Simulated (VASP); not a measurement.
# Ti (P6_3/mmc) in VASP: a series of runs

One crystal, Ti, is run at these levels: PBEsol, r2SCAN; tasks: relaxation of cell and atoms.

Everything below comes from runs of VASP 6.6.1. Logs are shortened: lines on timing, memory, paths and dates and some standing lists are left out, and cuts for length are marked.

### 1 The structure

The structure is hexagonal, space group P6_3/mmc (No. 194). Conventional cell: a = 2.950 Å, b = 2.950 Å, c = 4.680 Å, α = 90.00°, β = 90.00°, γ = 120.00°. Ti (site symmetry -6m2) has 12 Ti at 2.89 to 2.95 Å as nearest neighbours.

### 2 Relaxation of cell and atoms, PBEsol

The input, INCAR:

```
PREC = Accurate
ENCUT = 600
EDIFF = 1E-6
ISMEAR = 1
SIGMA = 0.1
LREAL = F
LASPH = T
NELM = 80
ALGO = Normal
ISIF = 3
LWAVE = F
LCHARG = F
GGA = PS
IBRION = 2
NSW = 90
EDIFFG = -0.01
```

The input, KPOINTS:

```
regular mesh
0
Gamma
  18 18 9
```

The input, POSCAR:

```
Ti
1.0
    2.9500000000      0.0000000000      0.0000000000
   -1.4750000000      2.5547749412      0.0000000000
    0.0000000000      0.0000000000      4.6800000000
Ti
2
Direct
    0.3333333333      0.6666666667      0.2500000000
    0.6666666667      0.3333333333      0.7500000000
```

Potentials or basis: VASP PAW PBE potentials, release 64 (Ti_sv).

Launch:

```bash
$ cat potpaw_PBE.64/Ti_sv/POTCAR > POTCAR
$ mpirun -np 1 vasp_std > vasp.out
```

OUTCAR:

```text
PREC = Accurate
   ENCUT = 600
   EDIFF = 1E-6
   ISMEAR = 1
   LREAL = F
   LASPH = T
   NELM = 80
   ISIF = 3
   GGA = PS
   IBRION = 2
   NSW = 90
   EDIFFG = -0.01

 ion  position               nearest neighbor table
   1  0.333  0.667  0.250-   2 2.89   2 2.89   2 2.89   2 2.89   2 2.89   2 2.89
   2  0.667  0.333  0.750-   1 2.89   1 2.89   1 2.89   1 2.89   1 2.89   1 2.89

  LATTYP: Found a hexagonal cell.
 ALAT       =     2.9500000000
 C/A-ratio  =     1.5864406780

  Lattice vectors:

 A1 = (   2.9500000000,   0.0000000000,   0.0000000000)
 A2 = (  -1.4750000000,   2.5547749412,   0.0000000000)
 A3 = (   0.0000000000,   0.0000000000,   4.6800000000)

Analysis of symmetry for initial positions (statically):
=====================================================================
 Subroutine PRICEL returns:
 Original cell was already a primitive cell.

 Routine SETGRP: Setting up the symmetry group for a
 hexagonal supercell.

 Subroutine GETGRP returns: Found 24 space group operations
 (whereof 12 operations were pure point group operations)
 out of a pool of 24 trial point group operations.

The static configuration has the point symmetry D_3d.
 The point group associated with its full space group is D_6h.

Analysis of symmetry for dynamics (positions and initial velocities):
=====================================================================
 Subroutine PRICEL returns:
 Original cell was already a primitive cell.

 Routine SETGRP: Setting up the symmetry group for a
 hexagonal supercell.

 Subroutine GETGRP returns: Found 24 space group operations
 (whereof 12 operations were pure point group operations)
 out of a pool of 24 trial point group operations.

The dynamic configuration has the point symmetry D_3d.
 The point group associated with its full space group is D_6h.

 Subroutine INISYM returns: Found 24 space group operations
 (whereof 12 operations are pure point group operations),
 and found     1 'primitive' translations

----------------------------------------------------------------------------------------

                                     Primitive cell

  volume of cell :      35.2712

  direct lattice vectors                    reciprocal lattice vectors
     2.950000000  0.000000000  0.000000000     0.338983051  0.195711956  0.000000000
    -1.475000000  2.554774941  0.000000000     0.000000000  0.391423911  0.000000000
     0.000000000  0.000000000  4.680000000     0.000000000  0.000000000  0.213675214

  length of vectors
     2.950000000  2.950000000  4.680000000     0.391423911  0.391423911  0.213675214

  position of ions in fractional coordinates (direct lattice)
     0.333333333  0.666666667  0.250000000
     0.666666667  0.333333333  0.750000000

  ion indices of the primitive-cell ions
   primitive index   ion index
                 1           1
                 2           2

----------------------------------------------------------------------------------------

 KPOINTS: regular mesh

Automatic generation of k-mesh.
 Grid dimensions read from file:
 generate k-points for:   18   18    9

 Generating k-lattice:

  Cartesian coordinates                     Fractional coordinates (reciprocal lattice)
     0.018832392  0.010872886  0.000000000     0.055555556 -0.000000000  0.000000000
     0.000000000  0.021745773  0.000000000     0.000000000  0.055555556  0.000000000
     0.000000000  0.000000000  0.023741690     0.000000000  0.000000000  0.111111111

  Length of vectors
     0.021745773  0.021745773  0.023741690

  Shift w.r.t. Gamma in fractional coordinates (k-lattice)
     0.000000000  0.000000000  0.000000000

 Subroutine IBZKPT returns following result:
 ===========================================

 Found    185 irreducible k-points:

 Following reciprocal coordinates:
            Coordinates               Weight
  0.000000  0.000000  0.000000      1.000000
  0.055556  0.000000  0.000000      6.000000
  0.111111  0.000000  0.000000      6.000000
  0.166667  0.000000  0.000000      6.000000
  0.222222  0.000000  0.000000      6.000000
  0.277778 -0.000000  0.000000      6.000000
[... 16 lines left out ...]
  0.333333  0.111111  0.000000     12.000000
  0.388889  0.111111  0.000000     12.000000
 [... further k-points ...]
   k-points           NKPTS =    185   k-points in BZ     NKDIM =    185   number of bands    NBANDS=     16
   number of dos      NEDOS =    301   number of ions     NIONS =      2
   total plane-waves  NPLWV =  23040
   dimension x,y,z NGX =    24 NGY =   24 NGZ =   40
   dimension x,y,z NGXF=    48 NGYF=   48 NGZF=   80
   ions per type =               2
   NGX,Y,Z   is equivalent  to a cutoff of  13.53, 13.53, 14.21 a.u.
   NGXF,Y,Z  is equivalent  to a cutoff of  27.05, 27.05, 28.42 a.u.
 SYSTEM =  unknown system
   PREC   = accura    normal or accurate (medium, high low for compatibility)
   ISTART =      0    job   : 0-new  1-cont  2-samecut
   ICHARG =      2    charge: 1-file 2-atom 10-const
   ISPIN  =      1    spin polarized calculation?
   LNONCOLLINEAR =      F non collinear calculations
   LSORBIT =      F    spin-orbit coupling
   LASPH  =      T    aspherical Exc in radial PAW
   ENCUT  =  600.0 eV  44.10 Ry    6.64 a.u.   5.89  5.89  9.35*2*pi/ulx,y,z
   NELM   =     80;   NELMIN=  2; NELMDL= -5     # of ELM steps
   EDIFF  = 0.1E-05   stopping-criterion for ELM
   LREAL  =      F    real-space projection
   EDIFFG = -.1E-01   stopping-criterion for IOM
   NSW    =     90    number of steps for IOM
   IBRION =      2    ionic relax: 0-MD 1-quasi-New 2-CG
   NFREE  =      1    steps in history (QN), initial steepest desc. (CG)
   ISIF   =      3    stress and relaxation
   ISYM   =      2    0-nonsym 1-usesym 2-fastsym
   POTIM  = 0.5000    time-step for ionic-motion
   TEBEG  =    0.0;   TEEND  =   0.0 temperature during run
   PSTRESS=    0.0 pullay stress
   NELECT =      24.0000    total number of electrons
   NUPDOWN=      -1.0000    fix difference up-down
   EMIN   =  10.00;   EMAX   =-10.00  energy-range for DOS
   EFERMI =   0.00;   METHOD = LEGACY
   ISMEAR =     1;   SIGMA  =   0.10  broadening in eV -4-tet -1-fermi 0-gaus
   EFERMI_NEDOS =   21; number of points for ismear=-14 and -15
   IALGO  =     38    algorithm
   IMIX   =      4    mixing-type and parameters
     AMIX     =   0.40;   BMIX     =  1.00
     AMIX_MAG =   1.60;   BMIX_MAG =  1.00
  volume/ion in A,a.u.               =      17.64       119.01
  Fermi-wavevector in a.u.,A,eV,Ry     =   1.439920  2.721055 28.209912  2.073370
  Thomas-Fermi vector in A             =   2.558722
   LORBIT       =      0    0 simple, 1 ext, 2 COOP (PROOUT), +10 PAW based schemes
   GGA     = PS    functional components
   LHFCALC =     F    Hartree Fock is set to
   AEXX    =    0.0000 exact exchange contribution
   IVDW    =     0    specifies the selected vdW correction
   LEPSILON=     F    determine dielectric tensor
   LRPA    =     F    only Hartree local field effects (RPA)
 conjugate gradient relaxation of ions
 non-spin polarized calculation
 Methfessel and Paxton  Order N= 1 SIGMA  =   0.10
  energy-cutoff  :      600.00
  volume of cell :       35.27
 maximum number of plane-waves:      1194
 NGX is ok and might be reduce to    24
   NGX = 11   NGY = 11   NGZ = 19

--------------------------------------- Ionic step        1  -------------------------------------------

 number of electron      23.9999997 magnetization

 Free energy of the ion-electron system (eV)
  ---------------------------------------------------
  ext. energy  EPLUGINS =         0.00000000
  ---------------------------------------------------
  free energy    TOTEN  =       -16.64178690 eV

  energy without entropy =      -16.64239315  energy(sigma->0) =      -16.64198899

------------------------ aborting loop because EDIFF is reached ----------------------------------------

  FORCE on cell =-STRESS in cart. coord.  units (eV):
  Direction    XX          YY          ZZ          XY          YZ          ZX
  --------------------------------------------------------------------------------------
  -------------------------------------------------------------------------------------
  Total       -1.2727282     -1.2727282     -1.3965668      0.0000000      0.0000000      0.0000000
  in kB      -57.8130285    -57.8130285    -63.4383342      0.0000000      0.0000000      0.0000000
  external PRESSURE =     -59.6881304 kB  Pullay stress =       0.0000000 kB
[... 57 lines left out ...]
  energy  without entropy=      -16.6579801900  energy(sigma->0) =      -16.65791042

--------------------------------------- Ionic step        3  -------------------------------------------

 number of electron      23.9999997 magnetization

 Free energy of the ion-electron system (eV)
  ---------------------------------------------------
  ext. energy  EPLUGINS =         0.00000000
  ---------------------------------------------------
  free energy    TOTEN  =       -16.67909956 eV

  energy without entropy =      -16.67944117  energy(sigma->0) =      -16.67921343

 E-fermi :   8.6537     XC(G=0): -11.8290

 val. band max:        8.6509332447   @ k =   0.3333   0.2778   0.3333
 cond. band min:       8.6540771953   @ k =   0.0000   0.0000   0.4444
 fundamental gap:      0.0031439506
 Fermi energy:         8.6537144051

 k-point     1 :       0.0000    0.0000    0.0000
  band No.  band energies     occupation
      1     -47.9259      2.00000
      2     -47.7616      2.00000
      3     -24.6691      2.00000
      4     -23.9292      2.00000
      5     -23.9292      2.00000
      6     -23.8511      2.00000
[... 8 lines left out ...]
     15       9.9631     -0.00000
     16       9.9631     -0.00000
[... 420 lines left out ...]
  band No.  band energies     occupation
      1     -47.7849      2.00000
      2     -47.7311      2.00000
      3     -24.4430      2.00000
      4     -24.3161      2.00000
      5     -24.3061      2.00000
      6     -24.1209      2.00000
[... 8 lines left out ...]
     15       9.8613     -0.00000
     16      11.9198      0.00000

 [... further k-points ...]
[... 5 lines left out ...]
  --------------------------------------------------------------------------------------
  -------------------------------------------------------------------------------------
  Total        0.0053422      0.0053422     -0.0175471     -0.0000000     -0.0000000      0.0000000
  in kB        0.2565123      0.2565123     -0.8425411     -0.0000000     -0.0000000      0.0000000
  external PRESSURE =      -0.1098388 kB  Pullay stress =       0.0000000 kB
[... 17 lines left out ...]
  FREE ENERGIE OF THE ION-ELECTRON SYSTEM (eV)
  ---------------------------------------------------
  free  energy   TOTEN  =       -16.6790995602 eV

  energy  without entropy=      -16.6794411675  energy(sigma->0) =      -16.67921343

 reached required accuracy - stopping structural energy minimisation
```

Run time: 3.7 min. Hardware: 1 thread of Intel Xeon Platinum 8175M at 2.50GHz (Skylake/Cascade Lake), shared host; peak memory 0.24 GiB.

What came out:

```yaml
Free_energy: -16.6791 eV
Relaxed_volume: 16.68 Å³/atom
Relaxed_cell: a = 2.898 Å, b = 2.898 Å, c = 4.589 Å, α = 90.00°, β = 90.00°, γ = 120.00°
Space_group_after_relaxing_to_0.05_Å: P6_3/mmc (No. 194)
Energy_gained_by_relaxing: 18.7 meV/atom
Ionic_steps: 3
Pressure_after_relaxing: 0.0 GPa
Band_gap_on_the_k_mesh: none (metal or under the smearing width)
```

Stress tensor (GPa, compression positive):
```
 0.03  0.00  0.00
 0.00  0.03  0.00
 0.00  0.00 -0.08
```

Step by step:
```csv
step,energy change (eV),largest force (eV/Å),pressure (GPa),volume (Å³)
1,0.0000,0.0000,-5.97,35.27
2,-0.0161,0.0000,5.22,32.02
3,-0.0373,0.0000,-0.01,33.37
```

Final structure:
```yaml
crystal:
  lattice:
    - [2.89764, 0.00000, 0.00000]
    - [-1.44882, 2.50943, 0.00000]
    - [0.00000, 0.00000, 4.58885]
  atoms:
    - { symbol: Ti, position: [0.33333, 0.66667, 0.25000] }
    - { symbol: Ti, position: [0.66667, 0.33333, 0.75000] }
```

Caveat: the PAW data sets were made with another functional, which shifts forces and pressure a little.

(Continued in part 2 of 2.)
